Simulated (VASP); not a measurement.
# N on the C site in SiC (Moissanite 3C), part 2 of 7

Aim: the formation energy and local structure of N on the C site in SiC (Moissanite 3C). The start is a cell from a database of measured crystal structures.

VASP 6.6.1, plane waves and PAW; the level of theory is named at each step.

So far. Step 2 (The host at zero pressure): The start already met the threshold, so nothing moved. The relaxed cell has a = 4.358 Å (conventional setting).

**3. The host's dielectric tensor, for the charge correction**

Level of this step: PBEsol; plane waves and PAW (Si, C) (VASP).

Charged cells interact with their images through the host's screening, so the correction needs its dielectric constant.

INCAR reads:

```
SYSTEM = SiC
PREC = Accurate
ENCUT = 400
EDIFF = 1E-08
NELM = 120
ISMEAR = 0
SIGMA = 0.05
LREAL = .FALSE.
ALGO = Normal
GGA = PS
NBANDS = 10
LWAVE = .FALSE.
LCHARG = .FALSE.
LEPSILON = .TRUE.
IBRION = 8
NSW = 1
```

POSCAR reads:

```
SiC
1.0
    0.0000000000      2.1790000000      2.1790000000
    2.1790000000      0.0000000000      2.1790000000
    2.1790000000      2.1790000000      0.0000000000
Si C
1 1
Direct
    0.0000000000      0.0000000000      0.0000000000
    0.7500000000      0.7500000000      0.7500000000
```

KPOINTS reads:

```
Automatic mesh
0
Gamma
6 6 6
0 0 0
```

The projector-augmented-wave data sets are Si and C (PBE family, release 64).

The run is started by

```
> export OMP_NUM_THREADS=5
> mpirun -np 1 vasp_std
```

Log:

```text
[banner, memory and clock lines left out]
running    1 mpi-ranks, on    1 nodes
 distrk:  each k-point on    1 cores,    1 groups
 distr:  one band on    1 cores,    1 groups
 Offloading initialized ...    1 GPUs detected
 POSCAR found type information on POSCAR SiC
 POSCAR found :  2 types and       2 ions
 [... a notice as in an earlier step ...]

 LDA part: xc-table for (Slater+PW92), standard interpolation
 POSCAR, INCAR and KPOINTS ok, starting setup
 FFT: planning ... GRIDC
 FFT: planning ... GRID_SOFT
 FFT: planning ... GRID
 WAVECAR not read
 entering main loop
       N       E                     dE             d eps       ncg     rms          rms(c)
DAV:   1    -0.169114225213E+01   -0.16911E+01   -0.35824E+03   328   0.548E+02
DAV:   2    -0.173003788448E+02   -0.15609E+02   -0.14562E+02   428   0.946E+01
DAV:   3    -0.176959387705E+02   -0.39556E+00   -0.39504E+00   372   0.132E+01
DAV:   4    -0.176973401940E+02   -0.14014E-02   -0.14014E-02   380   0.995E-01
DAV:   5    -0.176973455357E+02   -0.53417E-05   -0.53417E-05   370   0.552E-02    0.871E+00
DAV:   6    -0.159906840648E+02    0.17067E+01   -0.61292E+00   334   0.118E+01    0.393E+00
DAV:   7    -0.159217478032E+02    0.68936E-01   -0.37316E-01   382   0.367E+00    0.178E+00
DAV:   8    -0.159074199714E+02    0.14328E-01   -0.21841E-02   332   0.998E-01    0.157E-01
DAV:   9    -0.159072403583E+02    0.17961E-03   -0.15873E-03   396   0.221E-01    0.111E-01
DAV:  10    -0.159072840844E+02   -0.43726E-04   -0.10893E-04   346   0.711E-02    0.219E-02
DAV:  11    -0.159072841495E+02   -0.65026E-07   -0.11248E-05   364   0.194E-02    0.464E-03
DAV:  12    -0.159072843897E+02   -0.24021E-06   -0.53798E-07   354   0.480E-03    0.496E-04
DAV:  13    -0.159072844086E+02   -0.18920E-07   -0.15721E-08   318   0.914E-04    0.798E-04
DAV:  14    -0.159072844064E+02    0.21800E-08   -0.29551E-09   168   0.327E-04
   1 F= -.15907284E+02 E0= -.15907284E+02  d E =-.603550E-13
 Linear response reoptimize wavefunctions to high precision
DAV:   1    -0.159072844062E+02    0.22568E-09   -0.22469E-10   212   0.120E-04
DAV:   2    -0.159072844062E+02   -0.17479E-11   -0.17825E-11   160   0.341E-05
 Linear response G [H, r] |phi>, progress :
  Direction:   1
       N       E                     dE             d eps       ncg     rms
RMM:   1    -0.430259538012E+02   -0.43026E+02   -0.50099E+01   797   0.439E+01
RMM:   2    -0.336157389068E+02    0.94102E+01   -0.29086E+00   516   0.111E+01
RMM:   3    -0.335780596623E+02    0.37679E-01   -0.71607E-02   528   0.100E+00
RMM:   4    -0.335735457491E+02    0.45139E-02   -0.51699E-03   537   0.113E-01
RMM:   5    -0.335731117680E+02    0.43398E-03   -0.56789E-04   552   0.144E-02
RMM:   6    -0.335730611920E+02    0.50576E-04   -0.57250E-05   561   0.195E-03
RMM:   7    -0.335730561917E+02    0.50003E-05   -0.84259E-06   519   0.287E-04
RMM:   8    -0.335730555628E+02    0.62885E-06   -0.10689E-06   419   0.513E-05
RMM:   9    -0.335730555619E+02    0.85870E-09    0.51697E-09   358   0.270E-05
 Linear response G [H, r] |phi>, progress :
  Direction:   2
       N       E                     dE             d eps       ncg     rms
RMM:   1    -0.408039532749E+02   -0.40804E+02   -0.70427E+01   796   0.414E+01
RMM:   2    -0.335874687555E+02    0.72165E+01   -0.18111E+00   512   0.948E+00
RMM:   3    -0.335784869021E+02    0.89819E-02   -0.57013E-02   526   0.802E-01
RMM:   4    -0.335745268217E+02    0.39601E-02   -0.51140E-03   538   0.902E-02
RMM:   5    -0.335740879051E+02    0.43892E-03   -0.56946E-04   556   0.113E-02
RMM:   6    -0.335740370321E+02    0.50873E-04   -0.57553E-05   563   0.156E-03
RMM:   7    -0.335740319912E+02    0.50409E-05   -0.82809E-06   509   0.232E-04
RMM:   8    -0.335740312934E+02    0.69786E-06    0.86738E-07   431   0.459E-05
RMM:   9    -0.335740312943E+02   -0.93014E-09   -0.55900E-10   352   0.276E-05
 Linear response G [H, r] |phi>, progress :
  Direction:   3
       N       E                     dE             d eps       ncg     rms
RMM:   1    -0.246956430150E+02   -0.24696E+02    0.97876E+01   738   0.419E+01
RMM:   2    -0.222284593787E+02    0.24672E+01   -0.22307E+00   511   0.100E+01
RMM:   3    -0.222174364906E+02    0.11023E-01   -0.29224E-02   514   0.964E-01
RMM:   4    -0.222168309419E+02    0.60555E-03   -0.33802E-04   549   0.111E-01
RMM:   5    -0.222168263812E+02    0.45607E-05   -0.11813E-05   539   0.150E-02
RMM:   6    -0.222168259182E+02    0.46302E-06   -0.99264E-07   537   0.214E-03
RMM:   7    -0.222168258409E+02    0.77280E-07    0.27282E-07   489   0.334E-04
RMM:   8    -0.222168257437E+02    0.97232E-07    0.19898E-06   419   0.634E-05
RMM:   9    -0.222168257563E+02   -0.12665E-07   -0.56351E-09   323   0.286E-05
RMM:  10    -0.222168257560E+02    0.35152E-09    0.00000E+00   264   0.267E-05
 Linear response to external field (no local field effect), progress :
  Direction:   1
       N       E                     dE             d eps       ncg     rms          rms(c)
RMM:   1    -0.493576910162E+00   -0.49358E+00   -0.21599E+00   711   0.281E+00
RMM:   2    -0.505778312275E+00   -0.12201E-01   -0.31817E-03   511   0.365E-01
RMM:   3    -0.505797867379E+00   -0.19555E-04   -0.16681E-05   515   0.242E-02
RMM:   4    -0.505797989879E+00   -0.12250E-06   -0.13791E-07   522   0.230E-03
RMM:   5    -0.505797991400E+00   -0.15209E-08   -0.14396E-09   480   0.236E-04
 change of polarisation eV/A/(eV/A) component  1 :     1.012     0.562     0.078
 dielectric tensor                  component  1 :     9.846     4.913     0.681
 Linear response to external field (no local field effect), progress :
  Direction:   2
       N       E                     dE             d eps       ncg     rms          rms(c)
RMM:   1    -0.488714630135E+00   -0.48871E+00   -0.21350E+00   716   0.274E+00
RMM:   2    -0.500701870316E+00   -0.11987E-01   -0.31271E-03   516   0.357E-01
RMM:   3    -0.500721351997E+00   -0.19482E-04   -0.16389E-05   520   0.238E-02
RMM:   4    -0.500721473044E+00   -0.12105E-06   -0.13316E-07   522   0.224E-03
RMM:   5    -0.500721474605E+00   -0.15609E-08   -0.14054E-09   476   0.228E-04
 change of polarisation eV/A/(eV/A) component  2 :     0.562     1.001    -0.080
 dielectric tensor                  component  2 :     4.913     9.758    -0.702
 Linear response to external field (no local field effect), progress :
  Direction:   3
       N       E                     dE             d eps       ncg     rms          rms(c)
RMM:   1    -0.192490435660E+00   -0.19249E+00   -0.67027E-01   699   0.209E+00
RMM:   2    -0.196444864732E+00   -0.39544E-02   -0.12445E-03   511   0.253E-01
RMM:   3    -0.196454232099E+00   -0.93674E-05   -0.77823E-06   509   0.168E-02
RMM:   4    -0.196454323371E+00   -0.91272E-07   -0.59027E-08   520   0.173E-03
RMM:   5    -0.196454325623E+00   -0.22511E-08    0.69546E-10   460   0.180E-04
 change of polarisation eV/A/(eV/A) component  3 :     0.078    -0.080     0.393
 dielectric tensor                  component  3 :     0.682    -0.702     4.436
 Linear response to external field, progress :
  Direction:   1
       N       E                     dE             d eps       ncg     rms          rms(c)
RMM:   1    -0.391615653802E+00   -0.39162E+00   -0.16553E+00  2045   0.255E+00
RMM:   2    -0.400975035346E+00   -0.93594E-02   -0.25165E-03  1469   0.325E-01    0.892E-01
RMM:   3    -0.391802556254E+00    0.91725E-02   -0.51022E-03  1449   0.429E-01    0.520E-01
RMM:   4    -0.403562680091E+00   -0.11760E-01   -0.63478E-03  1454   0.484E-01    0.791E-02
RMM:   5    -0.406197272592E+00   -0.26346E-02   -0.13943E-04  1470   0.863E-02    0.113E-02
RMM:   6    -0.406317875284E+00   -0.12060E-03   -0.13456E-06  1525   0.894E-03    0.536E-03
RMM:   7    -0.406395180963E+00   -0.77306E-04   -0.20414E-07  1492   0.376E-03    0.353E-04
RMM:   8    -0.406398605006E+00   -0.34240E-05   -0.90520E-09  1591   0.414E-04    0.139E-04
RMM:   9    -0.406397868924E+00    0.73608E-06   -0.11442E-09  1368   0.186E-04    0.255E-05
RMM:  10    -0.406398168684E+00   -0.29976E-06    0.00000E+00   832   0.300E-05    0.646E-06
 change of polarisation eV/A/(eV/A) component  1 :     0.766     0.249     0.138
 dielectric tensor                  component  1 :     7.697     2.177     1.204
 Linear response to external field, progress :
  Direction:   2
       N       E                     dE             d eps       ncg     rms          rms(c)
RMM:   1    -0.391616601391E+00   -0.39162E+00   -0.16553E+00  2048   0.255E+00
RMM:   2    -0.400975126412E+00   -0.93585E-02   -0.25160E-03  1471   0.325E-01    0.892E-01
RMM:   3    -0.391802807063E+00    0.91723E-02   -0.50997E-03  1452   0.429E-01    0.520E-01
RMM:   4    -0.403562840240E+00   -0.11760E-01   -0.63456E-03  1457   0.484E-01    0.791E-02
RMM:   5    -0.406197151152E+00   -0.26343E-02   -0.13948E-04  1472   0.863E-02    0.113E-02
RMM:   6    -0.406317783136E+00   -0.12063E-03   -0.13544E-06  1525   0.894E-03    0.536E-03
RMM:   7    -0.406395113416E+00   -0.77330E-04   -0.20469E-07  1491   0.377E-03    0.354E-04
RMM:   8    -0.406398533747E+00   -0.34203E-05   -0.95132E-09  1588   0.414E-04    0.139E-04
RMM:   9    -0.406397798500E+00    0.73525E-06   -0.11978E-09  1363   0.186E-04    0.254E-05
RMM:  10    -0.406398095786E+00   -0.29729E-06    0.00000E+00   842   0.300E-05    0.648E-06
 change of polarisation eV/A/(eV/A) component  2 :     0.249     0.766     0.131
 dielectric tensor                  component  2 :     2.179     7.697     1.143
 Linear response to external field, progress :
  Direction:   3
       N       E                     dE             d eps       ncg     rms          rms(c)
RMM:   1    -0.391616468687E+00   -0.39162E+00   -0.16553E+00  2046   0.255E+00
RMM:   2    -0.400975091628E+00   -0.93586E-02   -0.25169E-03  1469   0.325E-01    0.892E-01
RMM:   3    -0.391802681455E+00    0.91724E-02   -0.51021E-03  1449   0.429E-01    0.520E-01
RMM:   4    -0.403562723225E+00   -0.11760E-01   -0.63481E-03  1454   0.484E-01    0.791E-02
RMM:   5    -0.406197184189E+00   -0.26345E-02   -0.13946E-04  1470   0.863E-02    0.113E-02
RMM:   6    -0.406317807775E+00   -0.12062E-03   -0.13509E-06  1526   0.894E-03    0.536E-03
RMM:   7    -0.406395109239E+00   -0.77301E-04   -0.20407E-07  1491   0.376E-03    0.353E-04
RMM:   8    -0.406398532983E+00   -0.34237E-05   -0.93222E-09  1588   0.414E-04    0.139E-04
RMM:   9    -0.406397797474E+00    0.73551E-06   -0.10458E-09  1368   0.186E-04    0.255E-05
RMM:  10    -0.406398091273E+00   -0.29380E-06    0.00000E+00   841   0.299E-05    0.651E-06
 change of polarisation eV/A/(eV/A) component  3 :     0.186     0.200     0.766
 dielectric tensor                  component  3 :     1.630     1.752     7.697
 Linear response DOF=            2
 Linear response progress:
  Degree of freedom:   1/  2
       N       E                     dE             d eps       ncg     rms          rms(c)
RMM:   1    -0.161094251087E-01   -0.16109E-01   -0.88502E-03  2162   0.840E-01
RMM:   2    -0.138423933497E-01    0.22670E-02   -0.32605E-04  1418   0.183E-01    0.126E-01
RMM:   3    -0.137885575053E-01    0.53836E-04   -0.31891E-04  1452   0.454E-02    0.720E-02
RMM:   4    -0.138337617614E-01   -0.45204E-04   -0.31667E-04  1445   0.467E-02    0.867E-03
RMM:   5    -0.137934041761E-01    0.40358E-04   -0.13491E-05  1466   0.847E-03    0.144E-03
RMM:   6    -0.137895420648E-01    0.38621E-05   -0.36872E-06  1495   0.895E-04    0.661E-04
RMM:   7    -0.137878709049E-01    0.16712E-05   -0.21828E-06  1491   0.300E-04    0.808E-05
RMM:   8    -0.137877367262E-01    0.13418E-06   -0.12948E-08  1536   0.493E-05    0.180E-05
RMM:   9    -0.137877599357E-01   -0.23209E-07   -0.13674E-08  1553   0.158E-05    0.552E-06
RMM:  10    -0.137877477393E-01    0.12196E-07   -0.12988E-08  1410   0.300E-06    0.112E-06
RMM:  11    -0.137877468804E-01    0.85893E-09    0.17604E-09   840   0.652E-07    0.117E-07
 first order change of Fermi-energy   0.58967E-04
 force on displaced ion       1 direction 1 : -19.198   0.000   0.000
 Born effective charge ion    1 direction 1 :   2.643   0.000   0.000
 Linear response progress:
  Degree of freedom:   2/  2
       N       E                     dE             d eps       ncg     rms          rms(c)
RMM:   1    -0.124754651650E+00   -0.12475E+00    0.71295E-02  1987   0.200E+00
RMM:   2    -0.123160276359E+00    0.15944E-02   -0.25406E-03  1414   0.377E-01    0.194E-01
RMM:   3    -0.123272212586E+00   -0.11194E-03   -0.73067E-04  1350   0.161E-01    0.967E-02
RMM:   4    -0.124314205487E+00   -0.10420E-02   -0.57330E-04  1353   0.138E-01    0.187E-02
RMM:   5    -0.124295490828E+00    0.18715E-04   -0.15335E-05  1474   0.226E-02    0.184E-03
RMM:   6    -0.124303453702E+00   -0.79629E-05   -0.59673E-07  1510   0.234E-03    0.945E-04
RMM:   7    -0.124298936762E+00    0.45169E-05   -0.51600E-07  1500   0.620E-04    0.662E-05
RMM:   8    -0.124299443147E+00   -0.50638E-06    0.17347E-08  1528   0.844E-05    0.288E-05
RMM:   9    -0.124299345190E+00    0.97957E-07    0.32685E-08  1563   0.292E-05    0.476E-06
RMM:  10    -0.124299371125E+00   -0.25934E-07   -0.13401E-09  1596   0.591E-06    0.202E-06
RMM:  11    -0.124299373386E+00   -0.22611E-08   -0.60580E-09  1350   0.208E-06    0.341E-07
 first order change of Fermi-energy   0.17825E-03
 force on displaced ion       2 direction 1 : -19.198  -0.000  -0.000
 Born effective charge ion    2 direction 1 :  -2.850   0.000   0.000
 Born effective charges drift removed
 Linear response finished
```

Wall time 1.9 min (1 × NVIDIA H100 80GB HBM3, 81559 MiB with 1 MPI rank of AMD EPYC 7R13 (Zen 3), card shared with another run, shared host); peak memory 1.7 GiB.

OUTCAR, selected parts (step 3):

```text
The static configuration has the point symmetry T_d .

 Found     16 irreducible k-points:

   k-points           NKPTS =     16   k-points in BZ     NKDIM =     16   number of bands    NBANDS=     10

   dimension x,y,z NGX =    20 NGY =   20 NGZ =   20
   dimension x,y,z NGXF=    40 NGYF=   40 NGZF=   40

   ENCUT  =  400.0 eV  29.40 Ry    5.42 a.u.   5.03  5.03  5.03*2*pi/ulx,y,z

   NELECT =       8.0000    total number of electrons

  Total       -0.1295705     -0.1295705     -0.1295705      0.0000000      0.0000000     -0.0000000
  in kB      -10.0326390    -10.0326390    -10.0326390      0.0000000      0.0000000     -0.0000000
  external PRESSURE =     -10.0326390 kB  Pullay stress =       0.0000000 kB

  energy-cutoff  :      400.00
  volume of cell :       20.69
      direct lattice vectors                 reciprocal lattice vectors
     0.000000000  2.179000000  2.179000000    -0.229463056  0.229463056  0.229463056
     2.179000000  0.000000000  2.179000000     0.229463056 -0.229463056  0.229463056
     2.179000000  2.179000000  0.000000000     0.229463056  0.229463056 -0.229463056

 POSITION                                       TOTAL-FORCE (eV/Angst)
 -----------------------------------------------------------------------------------
      0.00000      0.00000      0.00000         0.000000     -0.000000      0.000000
      3.26850      3.26850      3.26850        -0.000000      0.000000     -0.000000
 -----------------------------------------------------------------------------------
    total drift:                                0.000000      0.000000      0.000000

 MACROSCOPIC STATIC DIELECTRIC TENSOR (including local field effects in DFT)
 ------------------------------------------------------
           7.697143    -0.000000    -0.000000
          -0.000000     7.697143    -0.000000
           0.000000     0.000000     7.697143
 ------------------------------------------------------

 PIEZOELECTRIC TENSOR (including local field effects)  for field in x, y, z        (C/m^2)
          XX          YY          ZZ          XY          YZ          ZX
  --------------------------------------------------------------------------------
  x    -0.00000     0.00000    -0.00000     0.00000     1.00107     0.00000
  y     0.00000     0.00000    -0.00000     0.00000     0.00000     1.00107
  z     0.00000     0.00000    -0.00000     1.00107     0.00000     0.00000

 BORN EFFECTIVE CHARGES (including local field effects) (in |e|, cummulative output)
 ---------------------------------------------------------------------------------
 ion    1
    1     2.74742    -0.00000    -0.00000
    2     0.00000     2.74742     0.00000
    3     0.00000     0.00000     2.74742
 ion    2
    1    -2.74742     0.00000     0.00000
    2    -0.00000    -2.74742    -0.00000
    3    -0.00000    -0.00000    -2.74742

 Eigenvectors and eigenvalues of the dynamical matrix
 ----------------------------------------------------

   1 f  =   23.615894 THz   148.383036 2PiTHz  787.741420 cm-1    97.667444 meV
             X         Y         Z           dx          dy          dz
      0.000000  0.000000  0.000000    -0.547321    0.000000    0.000000
      3.268500  3.268500  3.268500     0.836923    0.000000    0.000000

   2 f  =   23.615894 THz   148.383036 2PiTHz  787.741420 cm-1    97.667444 meV
             X         Y         Z           dx          dy          dz
      0.000000  0.000000  0.000000     0.000000   -0.547321    0.000000
      3.268500  3.268500  3.268500     0.000000    0.836923    0.000000

   3 f  =   23.615894 THz   148.383036 2PiTHz  787.741420 cm-1    97.667444 meV
             X         Y         Z           dx          dy          dz
      0.000000  0.000000  0.000000     0.000000    0.000000   -0.547321
      3.268500  3.268500  3.268500     0.000000    0.000000    0.836923

   4 f/i=    0.000116 THz     0.000728 2PiTHz    0.003867 cm-1     0.000479 meV
             X         Y         Z           dx          dy          dz
      0.000000  0.000000  0.000000    -0.836923   -0.000000   -0.000000
      3.268500  3.268500  3.268500    -0.547321   -0.000000   -0.000000

   5 f/i=    0.000116 THz     0.000728 2PiTHz    0.003867 cm-1     0.000479 meV
             X         Y         Z           dx          dy          dz
      0.000000  0.000000  0.000000     0.000000    0.836923    0.000000
      3.268500  3.268500  3.268500     0.000000    0.547321    0.000000

   6 f/i=    0.000116 THz     0.000728 2PiTHz    0.003867 cm-1     0.000479 meV
             X         Y         Z           dx          dy          dz
      0.000000  0.000000  0.000000     0.000000    0.000000    0.836923
      3.268500  3.268500  3.268500     0.000000    0.000000    0.547321

 MACROSCOPIC STATIC DIELECTRIC TENSOR IONIC CONTRIBUTION
 ------------------------------------------------------
           3.438381     0.000000    -0.000000
           0.000000     3.438381     0.000000
          -0.000000     0.000000     3.438381
 ------------------------------------------------------

 ELASTIC MODULI CONTR FROM IONIC RELAXATION (kBar)
 Direction    XX          YY          ZZ          XY          YZ          ZX
 --------------------------------------------------------------------------------
 XX          -0.0000      0.0000     -0.0000      0.0000      0.0000     -0.0000
 YY           0.0000     -0.0000      0.0000     -0.0000     -0.0000      0.0000
 ZZ          -0.0000      0.0000     -0.0000      0.0000     -0.0000      0.0000
 XY           0.0000     -0.0000      0.0000   -259.2025      0.0000     -0.0000
 YZ           0.0000     -0.0000     -0.0000      0.0000   -259.2025     -0.0000
 ZX          -0.0000      0.0000      0.0000     -0.0000     -0.0000   -259.2025
 --------------------------------------------------------------------------------

 PIEZOELECTRIC TENSOR IONIC CONTR  for field in x, y, z        (C/m^2)
          XX          YY          ZZ          XY          YZ          ZX
  --------------------------------------------------------------------------------
  x     0.00000    -0.00000    -0.00000     0.00000    -0.88832    -0.00000
  y    -0.00000     0.00000     0.00000     0.00000    -0.00000    -0.88832
  z     0.00000    -0.00000     0.00000    -0.88832     0.00000    -0.00000

[... 3 parts as in an earlier step ...]

[... 2 further parts left out ...]
```

Energies printed during the response cycles are not total energies of the cell.

This step gave:

```
pressure of the cell           : -1.003 GPa
largest force of the cell      : 0 eV/Å
Fermi energy                   : 8.309 eV
gap on the k-mesh              : 1.220 eV
least direct gap on the k-mesh : 4.441 eV
```

Electronic dielectric tensor with local fields:

```
7.70 0.00 0.00
0.00 7.70 0.00
0.00 0.00 7.70
```

Ionic part of the static dielectric tensor:

```
3.44 0.00 0.00
0.00 3.44 0.00
0.00 0.00 3.44
```

Born effective charge (e), principal values of the symmetric part by kind of site:

```
atom  atoms with these values    low  middle   high   mean
 Si1                        1   2.75    2.75   2.75   2.75
  C2                        1  -2.75   -2.75  -2.75  -2.75
```

In full for Si1:

```
2.75 0.00 0.00
0.00 2.75 0.00
0.00 0.00 2.75
```

Infrared lines, with heights relative to the strongest:

```
position (cm⁻¹)  lines merged  squared mode dipole, relative
            788             3                            100
```

Piezoelectric tensor with clamped ions (C/m²), by row:

```
field  xx  yy  zz     xy     yz     zx
    x   0   0   0      0  1.001      0
    y   0   0   0      0      0  1.001
    z   0   0   0  1.001      0      0
```

The electrons screen with a mean of 7.70 and the ions add 3.44; the sum enters the correction.

[end of part 2 of 7]

[Lines on the potential files, build, host, timing and source positions are cut from VASP's logs without a mark.]

[Logs are printed without paths, hosts, clocks, repeated set-up lines and the standing remarks that a program may print on its own settings, such as how far it seeks lower states.]

[Hosts, paths, dates, database ids (printed as entryN), source tags and the programs' standing remarks are cut or masked in the printed files.]

[In band tables of VASP the shares of atoms and orbitals are scaled to a sum of 1 inside the atoms' spheres.]

[Runs that stopped without an error message from VASP are left out.]
